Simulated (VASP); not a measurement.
# InP (F-43m) in VASP: notebook

Runs on InP. Level: LDA. Tasks: relaxation of the atoms.

Program: VASP 6.6.1. These are calculated values, not measurements. Logs are shortened: lines on timing, memory, paths and dates and some standing lists are left out, and cuts for length are marked.

**What was measured.**

From a printed reference work, data compilation, for a bulk crystal of InP at 1.6 K: band gap 1.4236 eV (direct).

The runs below are set against these values where they give the same quantity.

**1. The cell of the first run**

The structure is cubic, space group F-43m (No. 216). Conventional cell: a = 5.827 Å, b = 5.827 Å, c = 5.827 Å, α = 90.00°, β = 90.00°, γ = 90.00°. Within 3.3 Å of In (site symmetry -43m) lie 4 P at 2.52 Å. Within 3.3 Å of P (site symmetry -43m) lie 4 In at 2.52 Å.

**2. Relaxation of the atoms, LDA**

The input, INCAR:

```
SYSTEM = InP
PREC = Accurate ; ENCUT = 450
EDIFF = 1E-7 ; ISMEAR = 0
SIGMA = 0.05 ; LREAL = .FALSE.
LASPH = .TRUE. ; NELM = 120
ALGO = Normal ; ISIF = 2
LWAVE = .FALSE. ; LCHARG = .FALSE.
GGA = CA ; IBRION = 2
NSW = 50 ; EDIFFG = -0.01
GGA_COMPAT = .FALSE. ; NELMIN = 4
```

The input, KPOINTS:

```
Automatic mesh
0
G
  10 10 10
  0 0 0
```

The input, POSCAR:

```
InP
1.0
    0.0000000000      2.9134905978      2.9134905978
    2.9134905978      0.0000000000      2.9134905978
    2.9134905978      2.9134905978      0.0000000000
In P
1 1
Direct
    0.0000000000      0.0000000000      0.0000000000
    0.7500000000      0.7500000000      0.7500000000
```

Potentials or basis: VASP PAW LDA potentials, release 64 (In_d, P).

On the command line:

```bash
cat potpaw_LDA.64/In_d/POTCAR potpaw_LDA.64/P/POTCAR > POTCAR
mpirun -np 1 vasp_std > vasp.out
```

OUTCAR:

```text
SYSTEM = InP
   PREC = Accurate
   ENCUT = 450
   EDIFF = 1E-7
   ISMEAR = 0
   LREAL = .FALSE.
   LASPH = .TRUE.
   NELM = 120
   ISIF = 2
   GGA = CA
   IBRION = 2
   NSW = 50
   EDIFFG = -0.01
   NELMIN = 4

 ion  position               nearest neighbor table
   1  0.000  0.000  0.000-   2 2.52   2 2.52   2 2.52   2 2.52
   2  0.750  0.750  0.750-   1 2.52   1 2.52   1 2.52   1 2.52

  LATTYP: Found a face centered cubic cell.
 ALAT       =     5.8269811956

  Lattice vectors:

 A1 = (   0.0000000000,   2.9134905978,   2.9134905978)
 A2 = (   2.9134905978,   0.0000000000,   2.9134905978)
 A3 = (   2.9134905978,   2.9134905978,   0.0000000000)

Analysis of symmetry for initial positions (statically):
=====================================================================
 Subroutine PRICEL returns:
 Original cell was already a primitive cell.

 Routine SETGRP: Setting up the symmetry group for a
 face centered cubic supercell.

 Subroutine GETGRP returns: Found 24 space group operations
 (whereof 24 operations were pure point group operations)
 out of a pool of 48 trial point group operations.

The static configuration has the point symmetry T_d .

Analysis of symmetry for dynamics (positions and initial velocities):
=====================================================================
 Subroutine PRICEL returns:
 Original cell was already a primitive cell.

 Routine SETGRP: Setting up the symmetry group for a
 face centered cubic supercell.

 Subroutine GETGRP returns: Found 24 space group operations
 (whereof 24 operations were pure point group operations)
 out of a pool of 48 trial point group operations.

The dynamic configuration has the point symmetry T_d .

 Subroutine INISYM returns: Found 24 space group operations
 (whereof 24 operations are pure point group operations),
 and found     1 'primitive' translations

----------------------------------------------------------------------------------------

                                     Primitive cell

  volume of cell :      49.4619

  direct lattice vectors                    reciprocal lattice vectors
     0.000000000  2.913490598  2.913490598    -0.171615450  0.171615450  0.171615450
     2.913490598  0.000000000  2.913490598     0.171615450 -0.171615450  0.171615450
     2.913490598  2.913490598  0.000000000     0.171615450  0.171615450 -0.171615450

  length of vectors
     4.120297917  4.120297917  4.120297917     0.297246679  0.297246679  0.297246679

  position of ions in fractional coordinates (direct lattice)
     0.000000000  0.000000000  0.000000000
     0.750000000  0.750000000  0.750000000

  ion indices of the primitive-cell ions
   primitive index   ion index
                 1           1
                 2           2

----------------------------------------------------------------------------------------

 KPOINTS: Automatic mesh

Automatic generation of k-mesh.
 Grid dimensions read from file:
 generate k-points for:   10   10   10

 Generating k-lattice:

  Cartesian coordinates                     Fractional coordinates (reciprocal lattice)
    -0.017161545  0.017161545  0.017161545     0.100000000  0.000000000  0.000000000
     0.017161545 -0.017161545  0.017161545     0.000000000  0.100000000  0.000000000
     0.017161545  0.017161545 -0.017161545     0.000000000  0.000000000  0.100000000

  Length of vectors
     0.029724668  0.029724668  0.029724668

  Shift w.r.t. Gamma in fractional coordinates (k-lattice)
     0.000000000  0.000000000  0.000000000

 Subroutine IBZKPT returns following result:
 ===========================================

 Found     47 irreducible k-points:

 Following reciprocal coordinates:
            Coordinates               Weight
  0.000000  0.000000  0.000000      1.000000
  0.100000  0.000000  0.000000      8.000000
  0.200000  0.000000  0.000000      8.000000
  0.300000  0.000000  0.000000      8.000000
  0.400000  0.000000  0.000000      8.000000
  0.500000  0.000000  0.000000      4.000000
[... 16 lines left out ...]
  0.300000  0.300000  0.000000      6.000000
  0.400000  0.300000  0.000000     24.000000
 [... further k-points ...]
   k-points           NKPTS =     47   k-points in BZ     NKDIM =     47   number of bands    NBANDS=     13
   number of dos      NEDOS =    301   number of ions     NIONS =      2
   total plane-waves  NPLWV =  27000
   dimension x,y,z NGX =    30 NGY =   30 NGZ =   30
   dimension x,y,z NGXF=    60 NGYF=   60 NGZF=   60
   ions per type =               1   1
   NGX,Y,Z   is equivalent  to a cutoff of  12.10, 12.10, 12.10 a.u.
   NGXF,Y,Z  is equivalent  to a cutoff of  24.21, 24.21, 24.21 a.u.
 SYSTEM =  InP
   PREC   = accura    normal or accurate (medium, high low for compatibility)
   ISTART =      0    job   : 0-new  1-cont  2-samecut
   ICHARG =      2    charge: 1-file 2-atom 10-const
   ISPIN  =      1    spin polarized calculation?
   LNONCOLLINEAR =      F non collinear calculations
   LSORBIT =      F    spin-orbit coupling
   LASPH  =      T    aspherical Exc in radial PAW
   ENCUT  =  450.0 eV  33.07 Ry    5.75 a.u.   7.13  7.13  7.13*2*pi/ulx,y,z
   NELM   =    120;   NELMIN=  4; NELMDL= -5     # of ELM steps
   EDIFF  = 0.1E-06   stopping-criterion for ELM
   LREAL  =      F    real-space projection
   EDIFFG = -.1E-01   stopping-criterion for IOM
   NSW    =     50    number of steps for IOM
   IBRION =      2    ionic relax: 0-MD 1-quasi-New 2-CG
   NFREE  =      1    steps in history (QN), initial steepest desc. (CG)
   ISIF   =      2    stress and relaxation
   ISYM   =      2    0-nonsym 1-usesym 2-fastsym
   POTIM  = 0.5000    time-step for ionic-motion
   TEBEG  =    0.0;   TEEND  =   0.0 temperature during run
   PSTRESS=    0.0 pullay stress
   NELECT =      18.0000    total number of electrons
   NUPDOWN=      -1.0000    fix difference up-down
   EMIN   =  10.00;   EMAX   =-10.00  energy-range for DOS
   EFERMI =   0.00;   METHOD = LEGACY
   ISMEAR =     0;   SIGMA  =   0.05  broadening in eV -4-tet -1-fermi 0-gaus
   EFERMI_NEDOS =   21; number of points for ismear=-14 and -15
   IALGO  =     38    algorithm
   IMIX   =      4    mixing-type and parameters
     AMIX     =   0.40;   BMIX     =  1.00
     AMIX_MAG =   1.60;   BMIX_MAG =  1.00
  volume/ion in A,a.u.               =      24.73       166.89
  Fermi-wavevector in a.u.,A,eV,Ry     =   1.168805  2.208721 18.586987  1.366105
  Thomas-Fermi vector in A             =   2.305287
   LORBIT       =      0    0 simple, 1 ext, 2 COOP (PROOUT), +10 PAW based schemes
   GGA     = CA    functional components
   LHFCALC =     F    Hartree Fock is set to
   AEXX    =    0.0000 exact exchange contribution
   IVDW    =     0    specifies the selected vdW correction
   LEPSILON=     F    determine dielectric tensor
   LRPA    =     F    only Hartree local field effects (RPA)
 conjugate gradient relaxation of ions
 non-spin polarized calculation
 Gauss-broadening in eV      SIGMA  =   0.05
  energy-cutoff  :      450.00
  volume of cell :       49.46
 maximum number of plane-waves:      1090
 NGX is ok and might be reduce to    30
   NGX = 15   NGY = 15   NGZ = 15

 number of electron      18.0000011 magnetization

 Free energy of the ion-electron system (eV)
  ---------------------------------------------------
  ext. energy  EPLUGINS =         0.00000000
  ---------------------------------------------------
  free energy    TOTEN  =        -9.67435301 eV

  energy without entropy =       -9.67435301  energy(sigma->0) =       -9.67435301

 E-fermi :   5.4061     XC(G=0):  -9.6864

 val. band max:        5.2028695723   @ k =   0.0000   0.0000   0.0000
 cond. band min:       5.8086311717   @ k =   0.0000   0.0000   0.0000
 fundamental gap:      0.6057615994
 Fermi energy:         5.4061220144

 k-point     1 :       0.0000    0.0000    0.0000
  band No.  band energies     occupation
      1      -9.0211      2.00000
      2      -9.0211      2.00000
      3      -9.0211      2.00000
      4      -8.8571      2.00000
      5      -8.8571      2.00000
      6      -6.4640      2.00000
      7       5.2029      2.00000
      8       5.2029      2.00000
      9       5.2029      2.00000
     10       5.8086      0.00000
     11       9.1661      0.00000
     12       9.1661      0.00000
     13       9.1661      0.00000

 k-point     2 :       0.1000    0.0000    0.0000
  band No.  band energies     occupation
      1      -9.0345      2.00000
      2      -9.0158      2.00000
      3      -9.0158      2.00000
      4      -8.8572      2.00000
      5      -8.8572      2.00000
      6      -6.3449      2.00000
      7       3.9914      2.00000
      8       5.0711      2.00000
      9       5.0711      2.00000
     10       6.6219      0.00000
     11       9.2359      0.00000
     12       9.3606      0.00000
     13       9.3606      0.00000

 k-point     3 :       0.2000    0.0000    0.0000
  band No.  band energies     occupation
      1      -9.0683      2.00000
      2      -9.0030      2.00000
      3      -9.0030      2.00000
      4      -8.8561      2.00000
      5      -8.8561      2.00000
      6      -6.0022      2.00000
      7       2.4215      2.00000
      8       4.7748      2.00000
      9       4.7748      2.00000
     10       6.9273      0.00000
     11       9.7473      0.00000
     12       9.7473      0.00000
     13       9.8800      0.00000

 k-point     4 :       0.3000    0.0000    0.0000
  band No.  band energies     occupation
      1      -9.1074      2.00000
      2      -8.9898      2.00000
      3      -8.9898      2.00000
      4      -8.8519      2.00000
      5      -8.8519      2.00000
      6      -5.4866      2.00000
      7       0.9367      2.00000
      8       4.4722      2.00000
      9       4.4722      2.00000
     10       6.7904      0.00000
     11       9.9596      0.00000
     12       9.9596      0.00000
     13      10.9955      0.00000

 k-point     5 :       0.4000    0.0000    0.0000
  band No.  band energies     occupation
      1      -9.1375      2.00000
      2      -8.9818      2.00000
      3      -8.9818      2.00000
      4      -8.8457      2.00000
      5      -8.8457      2.00000
      6      -4.9301      2.00000
      7      -0.2329      2.00000
      8       4.2610      2.00000
      9       4.2610      2.00000
     10       6.6314      0.00000
     11       9.9443      0.00000
     12       9.9443      0.00000
     13      11.8948      0.00000
[... 257 lines left out ...]
 k-point    22 :      -0.2000    0.2000    0.0000
  band No.  band energies     occupation
      1      -9.1179      2.00000
      2      -8.9809      2.00000
      3      -8.9797      2.00000
      4      -8.8626      2.00000
      5      -8.8484      2.00000
      6      -5.3128      2.00000
      7       1.0761      2.00000
      8       2.9042      2.00000
      9       4.5168      2.00000
     10       8.0319      0.00000
     11       9.9193      0.00000
     12      10.2192      0.00000
     13      10.2408      0.00000

 k-point    23 :       0.3000    0.3000    0.0000
  band No.  band energies     occupation
      1      -9.1590      2.00000
      2      -8.9487      2.00000
      3      -8.9487      2.00000
      4      -8.8923      2.00000
      5      -8.8323      2.00000
      6      -5.1634      2.00000
      7       1.0831      2.00000
      8       3.4036      2.00000
      9       3.4036      2.00000
     10       7.2208      0.00000
     11       8.1063      0.00000
     12      12.2393      0.00000
     13      12.3269      0.00000

 k-point    24 :       0.4000    0.3000    0.0000
  band No.  band energies     occupation
      1      -9.1795      2.00000
      2      -8.9389      2.00000
      3      -8.9352      2.00000
      4      -8.8963      2.00000
      5      -8.8283      2.00000
      6      -4.7220      2.00000
      7       0.3395      2.00000
      8       2.9135      2.00000
      9       3.1963      2.00000
     10       7.2851      0.00000
     11       8.1285      0.00000
     12      11.9734      0.00000
     13      12.6523      0.00000

 [... further k-points ...]

------------------------ aborting loop because EDIFF is reached ----------------------------------------

  FORCE on cell =-STRESS in cart. coord.  units (eV):
  Direction    XX          YY          ZZ          XY          YZ          ZX
  --------------------------------------------------------------------------------------
  -------------------------------------------------------------------------------------
  Total        0.0148436      0.0148436      0.0148436      0.0000000      0.0000000     -0.0000000
  in kB        0.4808153      0.4808153      0.4808153      0.0000000      0.0000000     -0.0000000
  external PRESSURE =       0.4808153 kB  Pullay stress =       0.0000000 kB

 VOLUME and BASIS-vectors are now :
 -----------------------------------------------------------------------------
  energy-cutoff  :      450.00
  volume of cell :       49.46
      direct lattice vectors                 reciprocal lattice vectors
     0.000000000  2.913490598  2.913490598    -0.171615450  0.171615450  0.171615450
     2.913490598  0.000000000  2.913490598     0.171615450 -0.171615450  0.171615450
     2.913490598  2.913490598  0.000000000     0.171615450  0.171615450 -0.171615450

 POSITION                                       TOTAL-FORCE (eV/Angst)
 -----------------------------------------------------------------------------------
      0.00000      0.00000      0.00000        -0.000000     -0.000000     -0.000000
      4.37024      4.37024      4.37024         0.000000      0.000000      0.000000
 -----------------------------------------------------------------------------------
    total drift:                                0.000000      0.000000      0.000000

  FREE ENERGIE OF THE ION-ELECTRON SYSTEM (eV)
  ---------------------------------------------------
  free  energy   TOTEN  =        -9.6743530138 eV

  energy  without entropy=       -9.6743530138  energy(sigma->0) =       -9.67435301

 reached required accuracy - stopping structural energy minimisation
```

It took 28 s on 1 thread of Oxide Virtual Turin-like, shared host; peak memory 0.13 GiB.

Results:

```
Free energy             : -9.6744 eV
Pressure after relaxing : 0.0 GPa
Band gap on the k mesh  : 0.61 eV
```

Final structure:
```
In P
1.0
     0.00000    2.91349    2.91349
     2.91349    0.00000    2.91349
     2.91349    2.91349    0.00000
In P
1 1
Direct
  0.00000 0.00000 0.00000
  0.75000 0.75000 0.75000
```

Caveat: the relaxation stopped at its first step, so nothing moved; semilocal functionals underestimate gaps, and a narrow one can read as zero; spin-orbit coupling is left out, which moves the levels of the heavy elements.

[end of part 1 of 2]
